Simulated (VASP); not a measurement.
# WC (P-6m2) in VASP: further runs, part 2 of 2

VASP 6.6.1. The steps go on from the part before.

### 3 Relaxation of cell and atoms, PBE

This run uses another cell than the first one, of 10.55 Å³/atom, 1.017 times its volume.

INCAR reads:

```
SYSTEM = WC
ALGO     = Fast           ! electronic algorithm
EDIFF    = 1E-7           ! SCF threshold, eV
EDIFFG   = -0.002         ! ionic threshold
ENCUT    = 520            ! plane-wave cutoff, eV
GGA      = PE             ! functional
IBRION   = 2              ! ionic algorithm
ISIF     = 3              ! what is computed and relaxed
ISMEAR   = 0              ! smearing method
LASPH    = .TRUE.         ! aspherical terms in the spheres
LCHARG   = .FALSE.        ! write CHGCAR
LREAL    = .FALSE.        ! projectors in reciprocal space
LWAVE    = .FALSE.        ! write WAVECAR
NELM     = 60             ! most SCF steps
NSW      = 80             ! ionic steps
PREC     = Accurate       ! precision mode
SIGMA    = 0.1            ! smearing width, eV
```

KPOINTS reads:

```
k-points
0
G
  18 18 14
  0 0 0
```

POSCAR reads:

```
WC                                      
1.0
    2.9241670729      0.0000000000      0.0000000000
   -1.4620835365      2.5324029740     -0.0000000000
   -0.0000000000      0.0000000000      2.8499583930
  W               C             
     1     1
Direct
     0.0000000000000000    0.0000000000000000    0.0000000000000000
     0.6666666699999979    0.3333333300000021    0.5000000000000000
```

Potentials or basis: VASP PAW PBE potentials, release 64 (W_sv, C).

Run with:

```console
> cat potpaw_PBE.64/W_sv/POTCAR potpaw_PBE.64/C/POTCAR > POTCAR
> mpirun -np 1 vasp_std > vasp.out
```

OUTCAR:

```text
SYSTEM = WC
   EDIFF = 1E-7
   EDIFFG = -0.002
   ENCUT = 520
   GGA = PE
   IBRION = 2
   ISIF = 3
   ISMEAR = 0
   LASPH = .TRUE.
   LREAL = .FALSE.
   NELM = 60
   NSW = 80
   PREC = Accurate

 ion  position               nearest neighbor table
   1  0.000  0.000  0.000-   2 2.21   2 2.21   2 2.21   2 2.21   2 2.21   2 2.21
   2  0.667  0.333  0.500-   1 2.21   1 2.21   1 2.21   1 2.21   1 2.21   1 2.21

  LATTYP: Found a hexagonal cell.
 ALAT       =     2.9241670729
 C/A-ratio  =     0.9746222846

  Lattice vectors:

 A1 = (   2.9241670729,   0.0000000000,   0.0000000000)
 A2 = (  -1.4620835365,   2.5324029740,   0.0000000000)
 A3 = (   0.0000000000,   0.0000000000,   2.8499583930)

Analysis of symmetry for initial positions (statically):
=====================================================================
 Subroutine PRICEL returns:
 Original cell was already a primitive cell.

 Routine SETGRP: Setting up the symmetry group for a
 hexagonal supercell.

 Subroutine GETGRP returns: Found 12 space group operations
 (whereof 12 operations were pure point group operations)
 out of a pool of 24 trial point group operations.

The static configuration has the point symmetry D_3h.

Analysis of symmetry for dynamics (positions and initial velocities):
=====================================================================
 Subroutine PRICEL returns:
 Original cell was already a primitive cell.

 Routine SETGRP: Setting up the symmetry group for a
 hexagonal supercell.

 Subroutine GETGRP returns: Found 12 space group operations
 (whereof 12 operations were pure point group operations)
 out of a pool of 24 trial point group operations.

The dynamic configuration has the point symmetry D_3h.

 Subroutine INISYM returns: Found 12 space group operations
 (whereof 12 operations are pure point group operations),
 and found     1 'primitive' translations

----------------------------------------------------------------------------------------
[... 126 lines left out ...]
 RMM-DIIS sequential band-by-band and
 Gauss-broadening in eV      SIGMA  =   0.10
  energy-cutoff  :      520.00
  volume of cell :       21.10
 maximum number of plane-waves:       599
 NGX is ok and might be reduce to    24
   NGX = 11   NGY = 11   NGZ = 11

 number of electron      18.0000000 magnetization

 Free energy of the ion-electron system (eV)
  ---------------------------------------------------
  ext. energy  EPLUGINS =         0.00000000
  ---------------------------------------------------
  free energy    TOTEN  =       -22.45012792 eV

  energy without entropy =      -22.44872767  energy(sigma->0) =      -22.44942779

 E-fermi :  10.8266     XC(G=0): -13.7061

 val. band max:       10.8146525024   @ k =   0.4444   0.0000   0.5000
 cond. band min:      10.8340202665   @ k =   0.4444   0.0556   0.4286
 fundamental gap:      0.0193677641
 Fermi energy:        10.8266115642

 k-point     1 :       0.0000    0.0000    0.0000
  band No.  band energies     occupation
      1     -63.2004      2.00000
      2     -27.1772      2.00000
      3     -27.0869      2.00000
      4     -27.0869      2.00000
      5      -3.4816      2.00000
      6       6.6239      2.00000
      7       7.5675      2.00000
      8       7.5675      2.00000
      9      10.9378      0.11600
     10      13.9989      0.00000
     11      13.9989      0.00000
     12      16.3752      0.00000
     13      16.3753      0.00000
[... 354 lines left out ...]
  band No.  band energies     occupation
      1     -63.1468      2.00000
      2     -27.8011      2.00000
      3     -27.3171      2.00000
      4     -27.0736      2.00000
      5      -0.1707      2.00000
      6       4.0515      2.00000
      7       7.3012      2.00000
      8       7.4133      2.00000
      9      10.3457      2.00000
     10      12.6380      0.00000
     11      14.3322      0.00000
     12      15.5650      0.00000
     13      18.2436      0.00000

 [... further k-points ...]

------------------------ aborting loop because EDIFF is reached ----------------------------------------

  FORCE on cell =-STRESS in cart. coord.  units (eV):
  Direction    XX          YY          ZZ          XY          YZ          ZX
  --------------------------------------------------------------------------------------
  -------------------------------------------------------------------------------------
  Total        0.0031689      0.0031689      0.0034646     -0.0000000      0.0000000     -0.0000000
  in kB        0.2405755      0.2405755      0.2630238     -0.0000000      0.0000000     -0.0000000
  external PRESSURE =       0.2480583 kB  Pullay stress =       0.0000000 kB

 VOLUME and BASIS-vectors are now :
 -----------------------------------------------------------------------------
  energy-cutoff  :      520.00
  volume of cell :       21.10
      direct lattice vectors                 reciprocal lattice vectors
     2.924167073  0.000000000  0.000000000     0.341977724  0.197440931  0.000000000
    -1.462083537  2.532402974  0.000000000     0.000000000  0.394881861  0.000000000
     0.000000000  0.000000000  2.849958393     0.000000000  0.000000000  0.350882315

 POSITION                                       TOTAL-FORCE (eV/Angst)
 -----------------------------------------------------------------------------------
      0.00000      0.00000      0.00000        -0.000000      0.000000      0.000000
      1.46208      0.84413      1.42498         0.000000      0.000000      0.000000
 -----------------------------------------------------------------------------------
    total drift:                               -0.000003      0.000002     -0.000000

  FREE ENERGIE OF THE ION-ELECTRON SYSTEM (eV)
  ---------------------------------------------------
  free  energy   TOTEN  =       -22.4501279183 eV

  energy  without entropy=      -22.4487276664  energy(sigma->0) =      -22.44942779

 reached required accuracy - stopping structural energy minimisation
```

OSZICAR:

```text
N       E                     dE             d eps       ncg     rms          rms(c)
DAV:   1     0.112178188129E+03    0.11218E+03   -0.98877E+03  7704   0.155E+03
DAV:   2    -0.214793774403E+02   -0.13366E+03   -0.13002E+03  8816   0.383E+02
DAV:   3    -0.254922905946E+02   -0.40129E+01   -0.39815E+01  9473   0.614E+01
DAV:   4    -0.255321159041E+02   -0.39825E-01   -0.39799E-01  8419   0.644E+00
DAV:   5    -0.255324379566E+02   -0.32205E-03   -0.32199E-03  9041   0.603E-01    0.314E+01
RMM:   6    -0.224734649614E+02    0.30590E+01   -0.74147E+00  8471   0.206E+01    0.877E+00
RMM:   7    -0.224677382180E+02    0.57267E-02   -0.70126E-01  8263   0.648E+00    0.532E+00
RMM:   8    -0.224507759552E+02    0.16962E-01   -0.10465E-01  8101   0.247E+00    0.655E-01
RMM:   9    -0.224506075184E+02    0.16844E-03   -0.34804E-02  8458   0.122E+00    0.214E-01
RMM:  10    -0.224501270751E+02    0.48044E-03   -0.44260E-03  8133   0.632E-01    0.132E-01
RMM:  11    -0.224501143765E+02    0.12699E-04   -0.92937E-04  8575   0.243E-01    0.235E-02
RMM:  12    -0.224501265207E+02   -0.12144E-04   -0.14888E-04  8390   0.119E-01    0.270E-02
RMM:  13    -0.224501274396E+02   -0.91889E-06   -0.33304E-05  8361   0.546E-02    0.300E-03
RMM:  14    -0.224501276907E+02   -0.25117E-06   -0.50494E-06  8526   0.259E-02    0.229E-03
RMM:  15    -0.224501279084E+02   -0.21768E-06   -0.92449E-07  7098   0.113E-02    0.805E-04
RMM:  16    -0.224501279183E+02   -0.99021E-08   -0.24739E-07  5978   0.579E-03
   1 F= -.22450128E+02 E0= -.22449428E+02  d E =-.224501E+02
```

CONTCAR:

```text
WC
   1.00000000000000
     2.9241670729000000    0.0000000000000000    0.0000000000000000
    -1.4620835365000000    2.5324029740000000    0.0000000000000000
     0.0000000000000000    0.0000000000000000    2.8499583930000001
  W               C
     1     1
Direct
     0.0000000000000000    0.0000000000000000    0.0000000000000000
     0.6666666699999979    0.3333333300000021    0.5000000000000000

  0.00000000E+00  0.00000000E+00  0.00000000E+00
  0.00000000E+00  0.00000000E+00  0.00000000E+00
```

It took 30 s on 1 thread of Intel Xeon 6975P-C (Granite Rapids), shared host; peak memory 0.21 GiB.

Results:

- Free energy: -22.4501 eV
- Pressure after relaxing: 0.0 GPa
- Band gap on the k mesh: none (metal or under the smearing width)

Final structure:
```xyz
2
Lattice="2.9242 0.0000 0.0000 -1.4621 2.5324 0.0000 0.0000 0.0000 2.8500" Properties=species:S:1:pos:R:3 pbc="T T T"
W     0.0000    0.0000    0.0000
C     1.4621    0.8441    1.4250
```

Caveat: the relaxation stopped at its first step, so nothing moved.
